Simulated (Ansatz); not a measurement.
Input and output of a single-point calculation on diamond Si (Ansatz 0.2.0, HSE06). The cell was relaxed with r2SCAN and then strained (epitaxial +4.0 % in the xy plane, free normal strain -2.96 %), with the atoms relaxed again with r2SCAN; k points keep the names of the unstrained zone.

Input file:
```yaml
crystal:
  lattice:
    - [0.0, 2.8310036514, 2.6414737678]
    - [2.8310036514, 0.0, 2.6414737678]
    - [2.8310036514, 2.8310036514, 0.0]
  atoms:
    - { symbol: Si, position: [0.0, 0.0, 0.0] }
    - { symbol: Si, position: [0.25, 0.25, 0.25] }
kpoints:
  mp_grid: { grid: [6, 6, 6] }
  band_path:
    path:
      - [0.0, 0.0, 0.0]
      - [0.5, 0.0, 0.5]
      - [0.625, 0.25, 0.625]
      - [0.375, 0.375, 0.75]
      - [0.5, 0.5, 0.5]
      - [0.5, 0.25, 0.75]
      - [0.408854, 0.408854, 0.0]
    npoints: 1
hamiltonian:
  xc: hse06
scf:
  occupations: { method: fermi_dirac, width: 0.02 }
  n_extra_bands: 4
output:
  forces: true
  stress: true
  eigenvalues: true
```

Problem. What wall time did it need on 1 × NVIDIA H100 80GB HBM3 with 2 threads of AMD EPYC 7R13 Processor (Zen 3), on a shared host, load about 3.7 per core, and how much host memory at the peak?

Solution. About 22 s, with a peak of 2 GiB.

Output, abridged:
```
Functional definition: HSE06
Crystal: 2 atoms, lattice volume = 42.341 Å³
Basis set: ecut = 420 eV, 829 PW (Γ)
Bands: 8, of which v1, the nominal top of the filled ones, is band 4 counted from 1 (3 counted from 0)
Symmetry: 16 space group operations
Space group: I41/amd (ITA 141)
k-points: 30 of 216
Exchange kernel: α = 0.2500, screened, ω = 0.2079 Å⁻¹, Wigner–Seitz truncation, v(0) = 1046.5173 eV·Å³, q-mesh 6×6×6
hybrid outer 1: dexx = +3.293e-3 eV, tail = 5.38e-6 eV
hybrid outer 2: dexx = +2.227e-8 eV, tail = 1.46e-8 eV, Δε = 9.34e-4 eV
Free energy (F): -1272.496062 eV
Fermi energy:    5.957318 eV
--- Per-component energies (eV) ---
  E_band       = -0.572820
  E_kinetic    = 79.143416
  E_local      = -56.757261
  E_nonlocal   = 49.885246
  E_hartree    = 15.504439
  E_xc         = -89.356081
  E_vxc        = -75.566208
  E_exx        = -10.981141
  E_paw        = -1035.334638
  E_vpaw       = -6.324410
  E_ewald      = -224.481821
  E_core_change = -0.118233
--- Stress (GPa, compression-positive) ---
       -6.778667       0.000000       0.000000
        0.000000      -6.778667       0.000000
        0.000000       0.000000      -0.216785
  P = ⅓ Tr σ = -4.5914 GPa (-45.914 kbar)
--- Band table (eV; the first three rows and the last of 30) ---
  k-point 0: bands = [-7.5487, 5.1797, 5.1797, 5.6465, 8.4621, 8.7256, 8.7256, 8.9103]
  k-point 1: bands = [-7.1659, 2.8147, 4.6794, 5.0993, 8.1652, 9.2761, 9.3135, 11.2403]
  k-point 2: bands = [-6.0918, -0.3619, 4.0117, 4.5813, 7.4765, 9.4100, 9.9238, 13.9252]
  k-point 29: bands = [-2.8691, -2.8691, 2.0101, 2.0101, 6.3559, 6.3559, 16.2251, 16.2251]
```

The rows of the band table are 0: (0, 0, 0) = Γ, 1: (0, 0, 1/6), 2: (0, 0, 1/3), 29: (-1/2, -1/2, 0).

The file bands.tsv (bands near the Fermi energy, numbered from 0, rounded):
```tsv
# k_distance	band_0	band_1	band_2	band_3	band_4	band_5	band_6	band_7
# fermi_ev = 5.957315
# [0, 0, 0] at k_distance = 0.000000
# [0.5, 0, 0.5] at k_distance = 1.109710
# [0.625, 0.25, 0.625] at k_distance = 1.516371
# [0.375, 0.375, 0.75] at k_distance = 2.204293
# [0.5, 0.5, 0.5] at k_distance = 2.916726
# [0.5, 0.25, 0.75] at k_distance = 3.730048
# [0.408854, 0.408854, 0] at k_distance = 5.306477
# levels_relative_to = fermi_ev
0.000	-13.506	-0.778	-0.778	-0.311	2.505	2.768	2.768	2.953
1.110	-9.233	-9.233	-3.406	-3.406	0.950	0.950	9.861	9.861
1.516	-9.601	-8.580	-5.049	-2.960	1.471	4.572	7.189	7.829
2.204	-9.497	-8.214	-4.992	-3.504	0.878	3.647	7.668	8.338
2.917	-11.054	-8.061	-2.199	-1.564	1.253	3.246	3.943	7.947
3.730	-8.904	-8.904	-4.535	-4.535	4.002	4.002	4.954	4.954
5.306	-10.294	-7.195	-3.793	-3.793	0.181	1.092	8.896	8.896
```
In order the rows are Γ, X, U, K, L, W, (0.409, 0.409, 0).

HSE06 gives an indirect gap of 0.49 eV, from Γ to k = (0.409, 0.409, 0); the least direct gap is 2.82 eV at Γ. With the atoms held, the mean pressure is -4.6 GPa (compression positive). The stress of a hybrid is loosely converged here.

Spin-unpolarised throughout; all numbers are computed.

The meshes of the hybrids are coarse, so their gaps aren't converged to the digits shown.
